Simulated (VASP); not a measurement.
**MgO in VASP: one cell, several levels of theory, part 1 of 2**

Rocksalt MgO, under +4.5 % strain along x alone is computed at one geometry. Runs: PBE, r2SCAN. The results are then set beside those of Ansatz 0.2.0 for the same cell.

Code: VASP 6.6.1. PAW datasets, plane waves. Spin-unpolarised throughout; all numbers are computed.

**1. The system as given**

The cell comes from an earlier relaxation with r2SCAN in another program, then strained, with the atoms relaxed again.

It is tetragonal, I4/mmm (No. 139); conventional cell a = 2.973 Å, c = 4.392 Å, 9.70 Å³ an atom. Mg has 6 O at 2.10–2.20 Å; O has 6 Mg at 2.10–2.20 Å.

As a file:

```cif
data_structure
_symmetry_space_group_name_H-M 'P 1'
_symmetry_Int_Tables_number 1
_cell_length_a 2.9729
_cell_length_b 3.0399
_cell_length_c 3.0399
_cell_angle_alpha 58.547
_cell_angle_beta 60.727
_cell_angle_gamma 60.727
_cell_volume 19.41
loop_
_atom_site_label
_atom_site_type_symbol
_atom_site_fract_x
_atom_site_fract_y
_atom_site_fract_z
_atom_site_occupancy
Mg1 Mg 0.00000 0.00000 0.00000 1
O1 O 0.50000 0.50000 0.50000 1
```

**2. Single point with PBE**

Input file INCAR:

```
ENCUT = 520.000000
SIGMA = 0.020000
EDIFF = 1.00e-07
GGA = PE
PREC = Accurate
IBRION = -1
ISIF = 2
ISMEAR = -1
NBANDS = 11
NELM = 120
NSW = 0
LASPH = .TRUE.
LCHARG = .FALSE.
LWAVE = .FALSE.
LREAL = .FALSE.
```

Input file KPOINTS:

```
KPOINTS created by Atomic Simulation Environment
0
Gamma
10 10 10
0 0 0
```

Input file KPOINTS_OPT:

```
special points
6
Reciprocal
0.0000000000 0.0000000000 0.0000000000 1
0.5000000000 0.0000000000 0.5000000000 1
0.6250000000 0.2500000000 0.6250000000 1
0.3750000000 0.3750000000 0.7500000000 1
0.5000000000 0.5000000000 0.5000000000 1
0.5000000000 0.2500000000 0.7500000000 1
```

Input file POSCAR:

```
Mg O
 1.0000000000000000
     0.0000000000000000    2.1021674168000000    2.1021674168000000
     2.1959240836000000    0.0000000000000000    2.1021674168000000
     2.1959240836000000    2.1021674168000000    0.0000000000000000
 Mg  O
   1   1
Cartesian
  0.0000000000000000  0.0000000000000000  0.0000000000000000
  2.1959240835999996  2.1021674168000000  2.1021674168000000
```

The run uses the recommended PBE PAW datasets (8 valence electrons a neutral cell).

Started as:

```
$ mpirun -np 1 vasp_std
```

Printed to the terminal (iteration lines stand in OSZICAR):

```text
POSCAR found type information on POSCAR MgO
 POSCAR found :  2 types and       2 ions
 LDA part: xc-table for (Slater+PW92), standard interpolation
 POSCAR, INCAR and KPOINTS ok, starting setup
 FFT: planning ... GRIDC
 FFT: planning ... GRID_SOFT
 FFT: planning ... GRID
 WAVECAR not read
 entering main loop
 Start KPOINTS_OPT (optional k-point list driver)
k-point batch [1-6\6]
```

OSZICAR:

```text
N       E                     dE             d eps       ncg     rms          rms(c)
DAV:   1     0.125892786741E+02    0.12589E+02   -0.46200E+03  2588   0.642E+02
DAV:   2    -0.129329847363E+02   -0.25522E+02   -0.24679E+02  2556   0.133E+02
DAV:   3    -0.134634617981E+02   -0.53048E+00   -0.52991E+00  2719   0.166E+01
DAV:   4    -0.134647406165E+02   -0.12788E-02   -0.12788E-02  2466   0.930E-01
DAV:   5    -0.134647449123E+02   -0.42958E-05   -0.42958E-05  2697   0.532E-02    0.721E+00
DAV:   6    -0.119179260229E+02    0.15468E+01   -0.91163E+00  2358   0.164E+01    0.228E+00
DAV:   7    -0.119044845307E+02    0.13441E-01   -0.69397E-02  2469   0.220E+00    0.136E+00
DAV:   8    -0.118986939394E+02    0.57906E-02   -0.31349E-02  2349   0.197E+00    0.263E-01
DAV:   9    -0.118982022650E+02    0.49167E-03   -0.77997E-04  2610   0.193E-01    0.143E-01
DAV:  10    -0.118981719610E+02    0.30304E-04   -0.59788E-04  2448   0.179E-01    0.917E-03
DAV:  11    -0.118981743232E+02   -0.23622E-05   -0.31433E-06  2640   0.146E-02    0.568E-03
DAV:  12    -0.118981742098E+02    0.11335E-06   -0.50539E-07  2550   0.557E-03    0.110E-03
DAV:  13    -0.118981741727E+02    0.37157E-07   -0.13712E-07  1344   0.216E-03
   1 F= -.11898174E+02 E0= -.11898174E+02  d E =-.266794E-10
       N       E                     dE             ncg
DAV:   1     0.609943431872E+03   -0.22018E+04      164
DAV:   2     0.494691985680E+03   -0.11525E+03      147
DAV:   3     0.492935729234E+03   -0.17563E+01      173
DAV:   4     0.492931815451E+03   -0.39138E-02      144
DAV:   5     0.492931801380E+03   -0.14071E-04      159
DAV:   6     0.492931801313E+03   -0.66499E-07      147
```

The lines after F= are the extra pass for the points of KPOINTS_OPT, at fixed density; their E is not a total energy.

From OUTCAR:

```text
k-points           NKPTS =    102   k-points in BZ     NKDIM =    102   number of bands    NBANDS=     11

   NELECT =       8.0000    total number of electrons

   dimension x,y,z NGX =    24 NGY =   24 NGZ =   24
   dimension x,y,z NGXF=    48 NGYF=   48 NGZF=   48

  energy-cutoff  :      520.00
  volume of cell :       19.41
      direct lattice vectors                 reciprocal lattice vectors
     0.000000000  2.102167417  2.102167417    -0.227694575  0.237849753  0.237849753
     2.195924084  0.000000000  2.102167417     0.227694575 -0.237849753  0.237849753
     2.195924084  2.102167417  0.000000000     0.227694575  0.237849753 -0.237849753

 k-points in reciprocal lattice and weights: KPOINTS created by Atomic Simulation Env
   0.00000000  0.00000000  0.00000000       0.001
   0.10000000 -0.00000000 -0.00000000       0.008
   0.20000000 -0.00000000 -0.00000000       0.008
   0.30000000 -0.00000000 -0.00000000       0.008
   0.40000000  0.00000000  0.00000000       0.008
   0.50000000  0.00000000  0.00000000       0.004
   0.10000000  0.10000000  0.00000000       0.004
   0.20000000  0.10000000 -0.00000000       0.016
[... 94 more k-points ...]

 E-fermi :   3.3056

 k-point     1 :       0.0000    0.0000    0.0000
  band No.  band energies     occupation
      1     -14.1720      2.00000
      2       2.8716      2.00000
      3       2.8716      2.00000
      4       2.9608      2.00000
      5       7.2580      0.00000
      6      18.2090      0.00000
      7      18.6604      0.00000
      8      18.6604      0.00000
      9      22.3317      0.00000
     10      23.3788      0.00000
     11      24.7398      0.00000

 k-point     2 :       0.1000   -0.0000   -0.0000
  band No.  band energies     occupation
      1     -14.0731      2.00000
      2       2.2531      2.00000
      3       2.8164      2.00000
      4       2.8630      2.00000
      5       7.8907      0.00000
      6      17.2570      0.00000
      7      18.5703      0.00000
      8      18.8977      0.00000
      9      22.6570      0.00000
     10      23.8609      0.00000
     11      23.9172      0.00000

 k-point     3 :       0.2000   -0.0000   -0.0000
  band No.  band energies     occupation
      1     -13.8017      2.00000
      2       0.9730      2.00000
      3       2.6759      2.00000
      4       2.6799      2.00000
      5       9.0898      0.00000
      6      15.7332      0.00000
      7      18.9046      0.00000
      8      19.4113      0.00000
      9      22.1267      0.00000
     10      23.0042      0.00000
     11      24.5975      0.00000

 k-point     4 :       0.3000   -0.0000   -0.0000
  band No.  band energies     occupation
      1     -13.4371      2.00000
      2      -0.2926      2.00000
      3       2.4671      2.00000
      4       2.5097      2.00000
      5      10.0617      0.00000
      6      14.9626      0.00000
      7      18.8210      0.00000
      8      19.6111      0.00000
      9      22.7514      0.00000
     10      23.2553      0.00000
     11      24.0232      0.00000

 k-point     5 :       0.4000    0.0000    0.0000
  band No.  band energies     occupation
      1     -13.1127      2.00000
      2      -1.2098      2.00000
      3       2.3034      2.00000
      4       2.3805      2.00000
      5      10.4776      0.00000
      6      14.9422      0.00000
      7      18.5315      0.00000
      8      19.4288      0.00000
      9      23.3502      0.00000
     10      24.1748      0.00000
     11      24.4074      0.00000

 k-point     6 :       0.5000    0.0000    0.0000
  band No.  band energies     occupation
      1     -12.9805      2.00000
      2      -1.5477      2.00000
      3       2.2427      2.00000
      4       2.3323      2.00000
      5      10.5508      0.00000
      6      15.0639      0.00000
      7      18.4051      0.00000
      8      19.3196      0.00000
      9      23.2121      0.00000
     10      24.8112      0.00000
     11      25.1222      0.00000

 k-point     7 :       0.1000    0.1000    0.0000
  band No.  band energies     occupation
      1     -14.0360      2.00000
      2       2.1614      2.00000
      3       2.7041      2.00000
      4       2.8184      2.00000
      5       8.0915      0.00000
      6      16.9684      0.00000
      7      18.5764      0.00000
      8      18.8591      0.00000
      9      22.3100      0.00000
     10      24.0811      0.00000
     11      24.7009      0.00000

 k-point     8 :       0.2000    0.1000   -0.0000
  band No.  band energies     occupation
      1     -13.8206      2.00000
      2       1.2197      2.00000
      3       2.5463      2.00000
      4       2.6443      2.00000
      5       9.0879      0.00000
      6      15.6554      0.00000
      7      18.9912      0.00000
      8      19.1793      0.00000
      9      21.2096      0.00000
     10      23.8389      0.00000
     11      25.8167      0.00000

 k-point     9 :       0.3000    0.1000   -0.0000
  band No.  band energies     occupation
      1     -13.4876      2.00000
      2       0.0598      2.00000
      3       2.3641      2.00000
      4       2.4084      2.00000
      5      10.1734      0.00000
      6      14.7701      0.00000
      7      18.8553      0.00000
      8      19.2626      0.00000
      9      21.4144      0.00000
     10      23.9951      0.00000
     11      25.5182      0.00000

 k-point    10 :       0.4000    0.1000    0.0000
  band No.  band energies     occupation
      1     -13.1509      2.00000
      2      -0.8957      2.00000
      3       2.1595      2.00000
      4       2.2334      2.00000
      5      10.8101      0.00000
      6      14.6754      0.00000
      7      18.2622      0.00000
      8      19.1026      0.00000
      9      22.5487      0.00000
     10      24.7196      0.00000
     11      25.2269      0.00000

 k-point    11 :       0.5000    0.1000    0.0000
  band No.  band energies     occupation
      1     -12.9566      2.00000
      2      -1.3833      2.00000
      3       1.9898      2.00000
      4       2.1930      2.00000
      5      10.9889      0.00000
      6      14.9400      0.00000
      7      17.9071      0.00000
      8      18.9618      0.00000
      9      23.5554      0.00000
     10      24.9100      0.00000
     11      25.2896      0.00000

[... the tables of k-points 12 to 102 left out ...]

  Total       -0.7257467      0.1033740      0.1033740      0.0000000      0.0000000      0.0000000
  in kB      -59.9119920      8.5337486      8.5337486      0.0000000      0.0000000      0.0000000
  external PRESSURE =     -14.2814983 kB  Pullay stress =       0.0000000 kB

 POSITION                                       TOTAL-FORCE (eV/Angst)
 -----------------------------------------------------------------------------------
      0.00000      0.00000      0.00000        -0.000000      0.000000     -0.000000
      2.19592      2.10217      2.10217         0.000000     -0.000000      0.000000
 -----------------------------------------------------------------------------------
    total drift:                               -0.000000     -0.000000      0.000000

  FREE ENERGIE OF THE ION-ELECTRON SYSTEM (eV)
  ---------------------------------------------------
  free  energy   TOTEN  =       -11.8981741727 eV

  energy  without entropy=      -11.8981741726  energy(sigma->0) =      -11.89817417
```

Hardware: 1 MPI rank of Intel Xeon Platinum 8488C, shared host.

The levels at the points of KPOINTS_OPT are read from vasprun.xml.

Near the gap, in eV above the top of the last filled band v; c is the band after it:

```csv
point,v−1,v,c,c+1
Γ,-0.09,0.00,4.30,15.25
X,-1.55,-1.27,8.89,9.50
U,-2.67,-1.19,9.73,11.24
K,-2.67,-1.19,9.73,11.24
L,-0.72,-0.63,7.59,12.10
W,-2.94,-1.61,11.31,11.31
```

The PBE gap is 4.30 eV, direct at Γ. Pressure: -1.43 GPa; the forces vanish within 0.01 eV/Å.

(Continued in part 2 of 2.)
